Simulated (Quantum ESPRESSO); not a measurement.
Runs of Quantum ESPRESSO 7.5 on PtS2. Symmetry: P-3m1, No. 164, trigonal system. The conventional cell has a = 3.543 Å, b = 3.543 Å, c = 5.039 Å, α = 90.00°, β = 90.00°, γ = 120.00°. Around Pt (site symmetry -3m) lie 6 S at 2.34 Å. Around S (site symmetry 3m) lie 3 Pt at 2.34 Å. 

```csv
task,level,potentials or basis,spin,k mesh,cutoff (eV),smearing,mixing beta,dos occupations,mesh quality,gap on the mesh (eV),pressure (GPa),largest force (eV/Å)
band structure,AM05,PseudoDojo 0.4.1 SR PBE standard,off,9 × 9 × 5,1143,fermi-dirac 0.05 eV,0.5,-,not flagged,0.97,(b),0.80
band structure,revPBE,PseudoDojo 0.4.1 SR PBE standard,off,9 × 9 × 5,1143,fermi-dirac 0.05 eV,0.5,-,not flagged,1.06,13.1,1.26
density of states,PBE+XDM,JTH 2.0 PBE,"collinear, ferromagnetic start",9 × 9 × 5,490,gaussian 0.2 eV,0.3,tetrahedra_opt,not flagged,(a),8.8,1.36
band structure,PBEsol,PseudoDojo 0.4.1 SR PBEsol standard,off,9 × 9 × 5,1143,fermi-dirac 0.05 eV,0.5,-,not flagged,0.95,6.2,0.94
```

Alike in all rows: cell as given.

Task: Fill in the values left out.

Result: (a) 1.01; (b) 6.3.

Caveats: spin-orbit coupling is left out, which moves the levels of the heavy elements; the potentials were made for another functional, which shifts forces and pressure (some runs); the cutoff is low for these files, which shifts pressure and relaxed volume (some runs); an odd mesh through Γ misses points on the zone boundary, where band edges often lie (some runs); forces of over 1 eV/Å show positions far from the minimum, so gaps and moduli don't describe the material at rest (some runs).

A k mesh can miss the band edges, and the runs leave out spin-orbit coupling on Pt.

The runs don't all hold the same shells in valence.
